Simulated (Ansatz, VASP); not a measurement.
Given: the input of a run of Ansatz 0.2.0 on In3As.

Contents of input.yaml:

```yaml
crystal:
  lattice:
    - [4.6403264915, 0.0, 0.0]
    - [0.0, 4.6403264915, 0.0]
    - [0.0, 0.0, 4.6403264915]
  atoms:
    - { symbol: In, position: [0.5, 0.5, 0.0] }
    - { symbol: In, position: [0.5, 0.0, 0.5] }
    - { symbol: In, position: [0.0, 0.5, 0.5] }
    - { symbol: As, position: [0.0, 0.0, 0.0] }
hamiltonian:
  xc: pbesol
  pseudopotentials: { kind: paw }
kpoints:
  mp_grid: { grid: [6, 6, 6] }
scf:
  occupations: { method: fermi_dirac, width: 0.05 }
output:
  forces: true
  stress: true
  eigenvalues: true
```

Potentials or basis: Ansatz PAW.

The run is started by

```sh
$ ansatz run input.yaml --threads 1 --pin off --max-ram 3584MiB --backend cpu --events-out ev --progress --plain --runs-dir out
```

Problem. Translate it to VASP 6.6.1. Potentials there: VASP PAW PBE potentials, release 64 (In_d, As).

Solution. As run (the cutoff follows the program's own potentials):

The input INCAR:

```
  PREC = Accurate
  ENCUT = 520
  EDIFF = 1E-6
  ISMEAR = -1
  SIGMA = 0.05
  LREAL = False
  LASPH = True
  NELM = 60
  ALGO = Fast
  ISIF = 2
  LWAVE = False
  LCHARG = False
  GGA = PS
  NBANDS = 30
```

The input KPOINTS:

```
regular mesh
0
Gamma
  6 6 6
```

Contents of POSCAR:

```
In3As
1.0
    4.6403264915      0.0000000000      0.0000000000
    0.0000000000      4.6403264915      0.0000000000
    0.0000000000      0.0000000000      4.6403264915
In As
3 1
Direct
    0.5000000000      0.5000000000      0.0000000000
    0.5000000000      0.0000000000      0.5000000000
    0.0000000000      0.5000000000      0.5000000000
    0.0000000000      0.0000000000      0.0000000000
```

Potentials or basis: VASP PAW PBE potentials, release 64 (In_d, As).

Command:

```sh
$ cat potpaw_PBE.64/In_d/POTCAR potpaw_PBE.64/As/POTCAR > POTCAR
$ mpirun -np 1 vasp_std > vasp.out
```

Both were run:

|  | VASP | Ansatz | Ansatz less VASP |
| --- | --- | --- | --- |
| gap on the k mesh at the Fermi level (eV) | none | none | - |
| pressure (GPa) | -1.6 | -1.6 | -0.01 |

A gap of «none» marks a metal or a gap that the smearing closes. The two sets of potentials don't hold the same shells in valence.

Caveats: the PAW data sets were made with another functional, which shifts forces and pressure a little (VASP); the PAW data sets come from PBE, with cores solved anew for the run's functional, which leaves a small shift of forces and pressure (Ansatz).
